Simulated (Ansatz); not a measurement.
# Dielectric function and optical constants of BeS

What colour and refractive index does BeS have at this level of theory? The cell comes from an older database entry, whose edges can differ from later determinations, mostly by under a per cent.

Program: Ansatz 0.2.0. Level of theory: DFT, PBE, plane-wave PAW, default files, scalar-relativistic, independent-particle optical response without local fields. Results are calculated unless marked as measured.

The database entry behind the starting cell differs from later determinations by our own check (0.1 to 0.3 % short, probably kX units), so it need not match the best structure at ambient conditions.

### Step 1. Starting point

It takes space group F-43m (No. 216, cubic). The conventional cell has a = 4.850 Å, b = 4.850 Å, c = 4.850 Å, α = 90.00°, β = 90.00°, γ = 90.00°. S has 4 Be at 2.10 Å nearest. Nearest to Be lie 4 S at 2.10 Å. Farther neighbours and most contacts between anions are not listed.

### Step 2. Ground state and bands

First the ground state: is it a metal or has it a gap?

This step: DFT, PBE, plane-wave PAW, default files, scalar-relativistic, ground state (Ansatz 0.2.0).

Input file input.yaml:

```yaml
crystal:
  lattice:
    - [0.0, 2.425, 2.425]
    - [2.425, 0.0, 2.425]
    - [2.425, 2.425, 0.0]
  atoms:
    - { symbol: S, position: [0.75, 0.75, 0.75] }
    - { symbol: Be, position: [0.0, 0.0, 0.0] }
kpoints:
  mp_grid: { grid: [8, 8, 8] }
  band_path:
    path:
      - [[0.0, 0.0, 0.0], [0.5, 0.0, 0.5], [0.5, 0.25, 0.75], [0.375, 0.375, 0.75], [0.0, 0.0, 0.0], [0.5, 0.5, 0.5], [0.625, 0.25, 0.625], [0.5, 0.25, 0.75], [0.5, 0.5, 0.5], [0.375, 0.375, 0.75]]
      - [[0.625, 0.25, 0.625], [0.5, 0.0, 0.5]]
    npoints: 6
scf:
  occupations: { method: fermi_dirac, width: 0.05 }
  n_extra_bands: 6
hamiltonian:
  xc: pbe
  pseudopotentials: { kind: paw }
output:
  forces: true
  stress: true
  populations: true
  write_bands: true
  write_density: true
  write_potential: true
  elf: true
  volumetric_format: npy
```

Launch:

```
$ ansatz run input.yaml --threads 4 --pin off --max-ram 8192MiB --backend cpu --events-out ev --progress --plain --runs-dir out
```

Numbers of over 12 decimals in the logs are rounded to 6 here.

What it wrote:

```text
scf.n_extra_bands = 6 over 4 filled bands (N_el = 8.0): the run solves 10 bands
Engine: ansatz 0.2.0, x86_64-unknown-linux-gnu
Pseudopotentials: kind: paw
Pseudopotential: S, paw, valence charge 6, recommended cutoff 420 eV (normal), S.paw.azcp
Pseudopotential: Be, paw, valence charge 2, recommended cutoff 420 eV (normal), Be.paw.azcp
Functional definition: PBE
  parameter kappa = 0.804
  parameter beta = 0.066725
  exchange = pbe_x(kappa = kappa, mu = beta*pi^2/3)
  correlation = pbe_c(beta = beta)
Crystal: 2 atoms, lattice volume = 28.521 Å³
Basis set: ecut = 420 eV, 537 PW (Γ), exchange–correlation on 48×48×48 points (8 copies of the dense FFT grid, shifted against one another)
Bands: 10, of which v1, the nominal top of the filled ones, is band 4 counted from 1 (3 counted from 0)
Symmetry: 24 space group operations
Space group: F-43m (ITA 216), of the structure as read, at distance tolerance 3.1e-5 Å
k-points: 29 of 512 (time reversal used)
Non-local potential: S, projectors of the file, l = 0: 2, l = 1: 2, l = 2: 2
Non-local potential: Be, projectors of the file, l = 0: 2, l = 1: 2, l = 2: 1
PAW form: soft (Blöchl's): semilocal exchange-correlation on the pseudo side does not see the compensation charge
PAW one-centre angular grid: S, 110 points (default); XC on 64 Gauss nodes
PAW one-centre angular grid: Be, 110 points (default); XC on 64 Gauss nodes
Initial density: superposition of atomic densities (neutral atoms: chi_scale 0, normalization atom), corrected by the library's trained network
Initial wavefunctions: pseudopotential atomic-orbital guess
Functional: x = pbe(κ = 0.804, μ = 0.219515), c = pbe(β = 0.066725)
SCF iter   1: F=—  HF=-996.963621 eV  |F-HF|=—  |Δ(HF+E_count)|=         —  Δρ=7.67e-4  dr2=1.62e-4  ethr=1.77e-3  ⟨swp⟩=5.2  Hψ=2122  notcnv=0
preconditioner: auto → none  [insulator: Δε(μ)=3.109 eV  Ē_g=14.675 eV  σ=0.050 eV  W_gap=1.00  n_scr=0 (ndim 8)  ℏωp=19.7 eV  f_vac=0.000  D(μ)=0.00/eV (n_scr^D=0)  ε∞_Penn≈2.8]
SCF iter   2: F=—  HF=-996.963191 eV  |F-HF|=—  |Δ(HF+E_count)|=   4.30e-4  Δρ=5.00e-4  dr2=7.00e-5  ethr=2.03e-6  ⟨swp⟩=2.6  Hψ=628  notcnv=0  defer=7
SCF iter   3: F=—  HF=-996.963222 eV  |F-HF|=—  |Δ(HF+E_count)|=   3.02e-5  Δρ=1.84e-4  dr2=4.27e-6  ethr=8.74e-7  ⟨swp⟩=2.4  Hψ=353  notcnv=0  defer=7
SCF iter   4: F=—  HF=-996.963256 eV  |F-HF|=—  |Δ(HF+E_count)|=   3.41e-5  Δρ=5.52e-5  dr2=6.92e-7  ethr=5.34e-8  ⟨swp⟩=2.0  Hψ=350  notcnv=0  defer=7
iter 5 did not close the SCF: its close was put off for the readings that it lacked (scf_convergence_deferred on its scf_iter line)
SCF iter   5: F=-996.963258 eV  HF=-996.963258 eV  |F-HF|=6.02e-9  |Δ(HF+E_count)|=   2.64e-6  Δρ=1.01e-5  dr2=3.12e-8  ethr=8.65e-9  ⟨swp⟩=2.5  Hψ=345  notcnv=0  defer=7
SCF iter   6: F=-996.963258 eV  HF=-996.963258 eV  |F-HF|=1.15e-10  |Δ(HF+E_count)|=   6.49e-9  Δρ=9.20e-7  dr2=2.54e-10  ethr=3.90e-10  ⟨swp⟩=8.0  Hψ=1700  notcnv=0
SCF 1 converged in 6 iterations: F = -996.963258 eV  dr2 = 2.54e-10
  greatest PAW one-centre occupation: 0.849 electrons in one spin orbital (limit 2), on the S atom at site 0 (counted from 0), in its partial waves of l = 0
NSCF: frozen V_eff on 62 k-points
SCF converged after 6 iterations
Free energy (F): -996.963258 eV
Harris-Foulkes:  -996.963258 eV  (|F-HF|=1.15e-10)
Internal energy: -996.963258 eV  (E = F + TS)
E sigma→0 (E₀):  -996.963258 eV
Fermi energy:    6.898035 eV
--- Per-component energies (eV) ---
  E_band       = 1.491736
  E_kinetic    = 128.356832
  E_local      = -115.654353  (includes V_loc(G=0)·N_el)
  E_nonlocal   = 32.787491
  E_hartree    = 35.636690
  E_xc         = -117.321511
  E_vxc        = -108.849514  (∫ρ·V_xc dr)
  E_paw        = -659.948018  (= ΣΔE_a)
  E_vpaw       = -6.421998  (= ΣTr[D̂ρ^β])
  E_aug_tail   = 0.000001  (compensation charges beyond the density's cutoff)
  E_ewald      = -300.820390
  E_smearing   = -0.000000  (= −TS)
  E_closure    = 0.000000  (closes the sum)
  Σ components = -996.963258   (vs F -996.963258, Δ=0.00e0)
--- Forces (eV/Å), atoms counted from 1 ---
  atom   1  S     -0.00000000     0.00000000     0.00000000
  atom   2  Be    -0.00000000     0.00000000    -0.00000000
  max |Σ_I F_I| component: 3.47e-16 eV/Å
--- Stress (GPa, compression-positive) ---
        1.545105       0.000000      -0.000000
       -0.000000       1.545105       0.000000
       -0.000000       0.000000       1.545105
  P = ⅓ Tr σ = 1.5451 GPa (15.451 kbar)
--- Band table (eV; the first three rows and the last of 29) ---
  k-point 0: bands = ["-8.3517", "5.3399", "5.3399", "5.3399", "10.9915", "10.9915", "10.9915", "11.2274", "17.9797", "17.9797"]
  k-point 1: bands = ["-8.1744", "4.1395", "5.1407", "5.1407", "10.9352", "11.3465", "11.3465", "12.4973", "17.3319", "17.3319"]
  k-point 2: bands = ["-7.6860", "2.0362", "4.7433", "4.7433", "10.8840", "11.8887", "11.8887", "14.6045", "17.1101", "17.1101"]
  k-point 28: bands = ["-6.1443", "1.0867", "1.4734", "1.9954", "11.7994", "13.4014", "13.7695", "14.1605", "19.5213", "19.7733"]
--- Löwdin populations: 2 sites ---
  site symbol       q [e]
     0      S      7.0909
     1     Be      0.5952
  spilling = 0.039239 (of n_electrons = 8.000000)
```

The job ended after 0.36 s (4 threads of Intel Xeon 6975P-C (Granite Rapids), shared host; peak memory 0.31 GiB; 0.98 s of CPU time).

Numbers from this step:

* free energy: -996.9633 eV
* Fermi energy: 6.898 eV
* gap by band count: 3.110 eV
* electrons: 8
* symmetry operations: 24
* pressure: 1.545 GPa
* gap on the k-mesh: 3.110 eV
* volume: 28.52 Å³
* gap on the path: 3.110 eV
* least direct gap on the path: 5.652 eV

There is a gap, 3.11 eV on the path, so no carriers' term is needed. The cell is left with a pressure of 1.5 GPa, as it stands unrelaxed at this level.

Electronic bands along the path, in eV, zero at the Fermi level; v1 is the highest filled band, c1 the lowest empty one:

| point | v3 | v2 | v1 | c1 | c2 | c3 | c4 |
| --- | --- | --- | --- | --- | --- | --- | --- |
| Γ | -1.56 | -1.56 | -1.56 | 4.09 | 4.09 | 4.09 | 4.33 |
| halfway | -4.29 | -3.17 | -3.17 | 2.88 | 5.03 | 7.12 | 7.12 |
| X | -6.58 | -4.20 | -4.20 | 1.55 | 3.34 | 11.17 | 11.17 |
| halfway | -6.33 | -4.69 | -4.58 | 2.79 | 4.38 | 9.53 | 9.78 |
| W | -5.81 | -5.42 | -4.90 | 4.90 | 6.50 | 6.87 | 7.26 |
| halfway | -6.01 | -5.55 | -4.28 | 3.70 | 6.03 | 7.92 | 8.52 |
| K | -6.11 | -5.66 | -3.75 | 2.80 | 5.93 | 8.96 | 9.77 |
| halfway | -5.09 | -3.70 | -2.15 | 4.75 | 5.32 | 5.66 | 7.09 |
| Γ | -1.56 | -1.56 | -1.56 | 4.09 | 4.09 | 4.09 | 4.33 |
| halfway | -4.86 | -2.15 | -2.15 | 3.99 | 4.99 | 4.99 | 7.71 |
| L | -7.34 | -2.59 | -2.59 | 3.91 | 4.98 | 4.98 | 9.66 |
| halfway | -6.94 | -4.10 | -3.09 | 3.82 | 6.12 | 6.38 | 8.88 |
| U | -6.11 | -5.66 | -3.75 | 2.80 | 5.93 | 8.96 | 9.77 |
| halfway | -6.01 | -5.55 | -4.28 | 3.70 | 6.03 | 7.92 | 8.52 |
| W | -5.81 | -5.42 | -4.90 | 4.90 | 6.50 | 6.87 | 7.26 |
| halfway | -6.81 | -4.33 | -3.40 | 4.52 | 5.01 | 7.54 | 8.91 |
| L | -7.34 | -2.59 | -2.59 | 3.91 | 4.98 | 4.98 | 9.66 |
| halfway | -6.94 | -4.10 | -3.09 | 3.82 | 6.12 | 6.38 | 8.88 |
| K | -6.11 | -5.66 | -3.75 | 2.80 | 5.93 | 8.96 | 9.77 |
| jump to U | -6.11 | -5.66 | -3.75 | 2.80 | 5.93 | 8.96 | 9.77 |
| halfway | -6.45 | -4.75 | -4.08 | 2.07 | 3.97 | 10.43 | 10.71 |
| X | -6.58 | -4.20 | -4.20 | 1.55 | 3.34 | 11.17 | 11.17 |

The electronic bands as a text plot (rows in eV, shown from -7.3 to 7.6 only):

```
    7.2 |    +       ++   +  ++              +   +++ +      +
    6.6 |                  ++  +            + +   +        +
    6.0 |  ++        +++++ ++       ++      +  +++ +  +    + +
    5.4 |  ++       +        ++ ++     +  ++        +  + ++   +
    4.8 | +  +        +      +++   ++++ +++       ++++++++
    4.1 |++   ++     +     ++  +++++++++++++     +     ++++    +
    3.5 |  ++   +++++  +  +                 ++  +          ++   +
    2.9 |    +          ++                    ++             +
    2.3 |     ++   +                                          ++
    1.7 |       +++                                             +
    1.0 |
    0.4 |
   -0.2 |
   -0.8 |
   -1.4 |*                      ****
   -2.1 | *                  ***** ****
   -2.7 |  **              **  *       *****          *****
   -3.3 |  ***            *         **     ****      **   ***
   -3.9 |     ****      **   ***            *  **   *      * ****
   -4.6 |    *    *** **   **                *   * * *      *  **
   -5.2 |     **    ***   *  **       *       *   ***         *
   -5.8 |            ***** **                  *****         *
   -6.4 |       *****    **            *     ***    *       *****
   -7.0 |                               *****        *******
         Γ       X    W  K        Γ      L     U  W     L   K|U X
```

Electrostatic potential energy in the ac plane of a cell with a along [110], b along [-110] and c along [001] of the cube at fractional y = 0.000, with atoms of S and Be within 0.2 Å of it. With pseudopotentials it is smooth inside the atoms' cores, unlike the true potential.

Ten even steps from '_' (-33 eV) to '@' (10 eV), each cell a mean:
```
__--##@@@@@@@@##--__..++%%@@@@@@%%++..
++##%%@@@@@@@@%%##++**%%@@@@@@@@@@%%++
%%@@@@@@@@@@@@@@@@%%%%@@@@@@@@@@@@@@%%
@@@@@@@@@@@@@@@@@@@@@@@@@@@@@@@@@@@@@@
@@@@@@@@@@@@@@@@@@@@@@@@@@@@@@@@@@@@@@
@@@@@@@@@@@@@@@@@@@@@@@@@@@@@@@@@@@@@@
@@@@@@@@%%%%@@@@@@@@@@@@@@@@%%@@@@@@@@
@@@@%%**====**@@@@@@@@@@%%++==++%%@@@@
@@@@##::____::##@@@@@@%%++______++%%@@
@@@@**__::::..**@@@@@@%%--..--__--%%@@
##%%##::____::##%%##%%%%==__..__++%%%%
::++##**--==**##++::--####++--++##**--
__::##%%%%%%%%##::____++%%%%%%%%%%++__
```

ELF in the ac plane of a cell with a along [110], b along [-110] and c along [001] of the cube at fractional y = 0.000, with atoms of S and Be within 0.2 Å of it. It is the smooth field of the valence electrons, not physical close to the nuclei.

Values, 7 rows by 16 columns, each cell a mean:
```
0.09 0.13 0.21 0.23 0.23 0.22 0.17 0.10 0.09 0.13 0.21 0.23 0.23 0.22 0.17 0.10
0.22 0.15 0.07 0.02 0.02 0.04 0.12 0.20 0.22 0.15 0.07 0.02 0.02 0.04 0.12 0.20
0.06 0.04 0.05 0.09 0.10 0.06 0.04 0.05 0.06 0.04 0.05 0.09 0.10 0.06 0.04 0.05
0.02 0.13 0.40 0.63 0.67 0.51 0.22 0.04 0.02 0.13 0.40 0.63 0.67 0.51 0.22 0.04
0.14 0.51 0.74 0.58 0.50 0.72 0.65 0.25 0.14 0.51 0.74 0.58 0.50 0.72 0.65 0.25
0.33 0.79 0.88 0.51 0.34 0.80 0.87 0.51 0.33 0.79 0.88 0.51 0.34 0.80 0.87 0.51
0.08 0.53 0.81 0.80 0.78 0.83 0.69 0.21 0.08 0.53 0.81 0.80 0.78 0.83 0.69 0.21
```

### Step 3. Spectrum

The spectrum is a sum over vertical transitions between filled and empty bands at the fixed density, so many empty bands are needed.

This step: DFT, PBE, plane-wave PAW, default files, scalar-relativistic, independent-particle optical response without local fields (Ansatz 0.2.0).

input.yaml, the sections that differ from step 2:

```yaml
kpoints:
  mp_grid: { grid: [8, 8, 8] }
scf:
  occupations: { method: fixed }
output:
  optics:
    e_range: [0, 22]
    de: 0.05
    sigma: 0.15
    nscf_kmesh: { grid: [12, 12, 12] }
    bands: { spectra_wanted_up_to: 22 }
# crystal, hamiltonian: as in step 2
```

What it wrote:

```text
[...]
Crystal: 2 atoms, lattice volume = 28.521 Å³
Basis set: ecut = 420 eV, 537 PW (Γ)
Bands: 8, of which v1, the nominal top of the filled ones, is band 4 counted from 1 (3 counted from 0)
Symmetry: 24 space group operations
[...]
k-points: 29 of 512 (time reversal used)
[...]
SCF iter   1: F=—  HF=-996.963703 eV  |F-HF|=—  |Δ(HF+E_count)|=         —  Δρ=7.53e-4  dr2=1.55e-4  ethr=1.77e-3  ⟨swp⟩=4.6  Hψ=1674  notcnv=0  defer=43
[...]
SCF iter   8: F=-996.963261 eV  HF=-996.963261 eV  |F-HF|=9.09e-13  |Δ(HF+E_count)|=  6.82e-12  Δρ=5.87e-8  dr2=1.29e-12  ethr=1.00e-12  ⟨swp⟩=3.9  Hψ=960  notcnv=0
SCF 1 converged in 8 iterations: F = -996.963261 eV  dr2 = 1.29e-12
[...]
NSCF: frozen V_eff on 72 k-points
[...]
output.optics: what the bands over the 22 summed would add to eps1, eps2 and the energy-loss function is held between a lower and an upper bound (7 Lanczos steps). eps1, eps2 and their loss function (loss_summed_bands) are given on every row as the summed bands alone make them. Along an axis, on a row where the two bounds hold the loss function to about 1 % of the greater of itself and 0.5 % of |1/eps|, its cell (loss_completed) is given, with the completed eps1 and eps2 that it is formed of (a cell that is left empty reads nan in the table and null in the record). The two bounds hold it so along every axis on all 441 rows up to 22.000 eV. [rest of the remark cut]
SCF converged after 8 iterations
Free energy (F): -996.963261 eV
[...]
Internal energy: -996.963261 eV  (E = F + TS)
E sigma→0 (E₀):  -996.963261 eV
Fermi energy:    5.339949 eV
[...]
--- Band table (eV; the first three rows and the last of 29) ---
[...]
```

It took 2.5 s on 4 threads; peak memory 0.47 GiB; 8.8 s of CPU time.

Numbers from this step:

| Quantity | Value |
| --- | --- |
| electronic dielectric constant ε∞, mean over x, y and z (by symmetry where fewer were run) | 5.724 |
| absorption onset, first axis (α over 10⁴ cm⁻¹, or the direct gap if that lies higher) | 5.652 eV |
| main peak of Im epsilon, first axis | 6.943 eV |
| least direct gap on the mesh | 5.652 eV |
| bands summed | 22 |
| spectra valid up to | 32.16 eV |
| program's estimate of the k-sum error in Im epsilon | 0.06 % |
| electrons in the f-sum | 6.921 |

The Im ε, any direction by photon energy; read off at these points:

photon energy (eV), Im ε, any direction and a bar:
```
        5        0.0 
        6        9.2 ###########
        7       24.5 ##############################
        8       10.9 #############
        9        6.2 ########
       10        3.5 ####
       11        2.2 ###
       12        1.9 ##
       13        1.5 ##
       14        1.0 #
       15        0.8 #
       16        0.6 #
       17        0.5 #
       18        0.4 
       19        0.3 
       20        0.4 
       21        0.2 
       22        0.1
```

The Re ε, any direction by photon energy:

| photon energy (eV) | Re ε, any direction |
| --- | --- |
| 0 | 5.72 |
| 1 | 5.81 |
| 2 | 6.10 |
| 3 | 6.67 |
| 4 | 7.78 |
| 5 | 10.4 |
| 6 | 18.2 |
| 7 | 1.11 |
| 8 | -4.01 |
| 9 | -4.73 |
| 10 | -3.62 |
| 11 | -2.19 |
| 12 | -1.99 |
| 13 | -1.69 |
| 14 | -1.29 |
| 15 | -0.959 |
| 16 | -0.691 |
| 17 | -0.490 |
| 18 | -0.318 |
| 19 | -0.116 |
| 20 | -0.152 |
| 21 | 0.0287 |
| 22 | 0.0958 |

The loss function −Im 1/ε at q → 0, any direction has structure finer than the step of the table below, so its rows give means over 1 eV, whole bins alone (the curve runs from 0 to 22 eV). Peaks (eV: height): 20.8: 6.03, 21.7: 7.62.

Loss function −Im 1/ε at q → 0, any direction against energy loss; means over each step:

energy loss (eV), loss function −Im 1/ε at q → 0, any direction and a bar:
```
        5       0.00 
        6       0.02 
        7       0.05 
        8       0.08 
        9       0.10 #
       10       0.14 #
       11       0.21 #
       12       0.26 #
       13       0.30 ##
       14       0.37 ##
       15       0.51 ###
       16       0.71 ####
       17       1.04 ######
       18       1.56 #########
       19       2.54 ##############
       20       2.70 ###############
       21       5.37 ##############################
```

Table of refractive index n and extinction k by photon energy:

| photon energy (eV) | n | k |
| --- | --- | --- |
| 0 | 2.39 | 0 |
| 1 | 2.41 | 0 |
| 2 | 2.47 | 0 |
| 3 | 2.58 | 0 |
| 4 | 2.79 | 0 |
| 5 | 3.23 | 0 |
| 6 | 4.39 | 1.05 |
| 7 | 3.58 | 3.42 |
| 8 | 1.96 | 2.80 |
| 9 | 1.23 | 2.50 |
| 10 | 0.843 | 2.08 |
| 11 | 0.689 | 1.63 |
| 12 | 0.613 | 1.54 |
| 13 | 0.545 | 1.41 |
| 14 | 0.414 | 1.21 |
| 15 | 0.381 | 1.05 |
| 16 | 0.326 | 0.893 |
| 17 | 0.308 | 0.764 |
| 18 | 0.301 | 0.639 |
| 19 | 0.333 | 0.476 |
| 20 | 0.340 | 0.517 |
| 21 | 0.331 | 0.285 |
| 22 | 0.338 | 0.136 |

Values under 1 per cm are given as 1. Absorption coefficient, any direction against photon energy:

| photon energy (eV) | absorption coefficient, any direction (1/cm) |
| --- | --- |
| 0.00 | 1 |
| 1.00 | 1 |
| 2.00 | 1 |
| 3.00 | 1 |
| 4.00 | 1 |
| 5.00 | 1 |
| 6.00 | 6.4e5 |
| 7.00 | 2.4e6 |
| 8.00 | 2.3e6 |
| 9.00 | 2.3e6 |
| 10.00 | 2.1e6 |
| 11.00 | 1.8e6 |
| 12.00 | 1.9e6 |
| 13.00 | 1.9e6 |
| 14.00 | 1.7e6 |
| 15.00 | 1.6e6 |
| 16.00 | 1.4e6 |
| 17.00 | 1.3e6 |
| 18.00 | 1.2e6 |
| 19.00 | 9.2e5 |
| 20.00 | 1.0e6 |
| 21.00 | 6.1e5 |
| 22.00 | 3.0e5 |

(Continued in part 2 of 2.)

[Logs are printed without paths, hosts, clocks, repeated set-up lines and the standing remarks that a program may print on its own settings, such as how far it seeks lower states.]

[Hosts, paths, dates, database ids (printed as entryN), source tags and the programs' standing remarks are cut or masked in the printed files.]
